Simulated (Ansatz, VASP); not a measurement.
# One calculation of Ga, two programs

INCAR

```
SYSTEM = Ga
ALGO     = Fast           ! electronic algorithm
EDIFF    = 1E-6           ! SCF threshold, eV
ENCUT    = 520            ! plane-wave cutoff, eV
GGA      = PS             ! functional
GGA_COMPAT= .False.      
ISIF     = 2              ! what is computed and relaxed
ISMEAR   = -1             ! smearing method
LASPH    = .True.         ! aspherical terms in the spheres
LCHARG   = .False.        ! write CHGCAR
LNONCOLLINEAR= .True.         ! non-collinear magnetism
LORBIT   = 11             ! projections on sites
LORBMOM  = .True.       
LREAL    = .False.        ! projectors in reciprocal space
LSORBIT  = .True.         ! spin-orbit coupling
LWAVE    = .False.        ! write WAVECAR
MAGMOM   = 0 0 0          ! initial moments
NBANDS   = 24             ! bands
NELM     = 150            ! most SCF steps
PREC     = Accurate       ! precision mode
SIGMA    = 0.05           ! smearing width, eV
```

The input KPOINTS:

```
k-points
0
Gamma
  7 7 7
  0 0 0
```

The input POSCAR:

```
Ga
1.0
    2.7164800000      0.0000000000      0.0000000000
    0.0000000000      2.7164800000      0.0000000000
    0.0000000000      0.0000000000      2.7164800000
Ga
1
Direct
    0.0000000000      0.0000000000      0.0000000000
```

input.yaml

```yaml
crystal:
  lattice:
    - [2.71648, 0.0, 0.0]
    - [0.0, 2.71648, 0.0]
    - [0.0, 0.0, 2.71648]
  atoms:
    - { symbol: Ga, position: [0.0, 0.0, 0.0] }
hamiltonian:
  xc: pbesol
  pseudopotentials: { kind: paw_fr }
magnetization:
  noncollinear: true
  spin_orbit: true
kpoints:
  mp_grid: { grid: [7, 7, 7] }
  band_path:
    path:
      - [[0.0, 0.0, 0.0], [0.0, 0.5, 0.0], [0.5, 0.5, 0.0], [0.0, 0.0, 0.0], [0.5, 0.5, 0.5], [0.0, 0.5, 0.0]]
      - [[0.5, 0.5, 0.0], [0.5, 0.5, 0.5]]
    npoints: 14
scf:
  occupations: { method: fermi_dirac, width: 0.05 }
  n_extra_bands: 6
output:
  forces: true
  stress: true
  eigenvalues: true
  fatbands: true
```

The cell was built by a generator and needn't be a form met in nature.

Alike in both runs: functional PBEsol; k mesh 7 × 7 × 7; occupations fermi-dirac, width 0.05 eV; non-collinear spin, spin-orbit coupling.

|  | VASP | Ansatz |
| --- | --- | --- |
| version | VASP 6.6.1 | Ansatz 0.2.0 |
| potentials or method | VASP PAW PBE potentials, release 64 (Ga_d) | Ansatz PAW |
| plane-wave cutoff (eV) | 520 | 420 |
| valence electrons in the cell | 13 | 13 |
| task | single point | band structure |

|  | VASP | Ansatz | Ansatz less VASP |
| --- | --- | --- | --- |
| gap on the k mesh at the Fermi level (eV) | none | none | - |
| pressure (GPa) | -4.1 | -4.1 | -0.05 |
| net moment per atom (μB) | 0.00 | 0.00 | 0.000 |

A gap of «none» marks a metal or a gap that the smearing closes. The functional is the same, so the differences come from potentials, cutoffs and numerics.

Caveats: the PAW data sets were made with another functional, which shifts forces and pressure a little (VASP); the PAW data sets come from PBE, with cores solved anew for the run's functional, which leaves a small shift of forces and pressure (Ansatz).
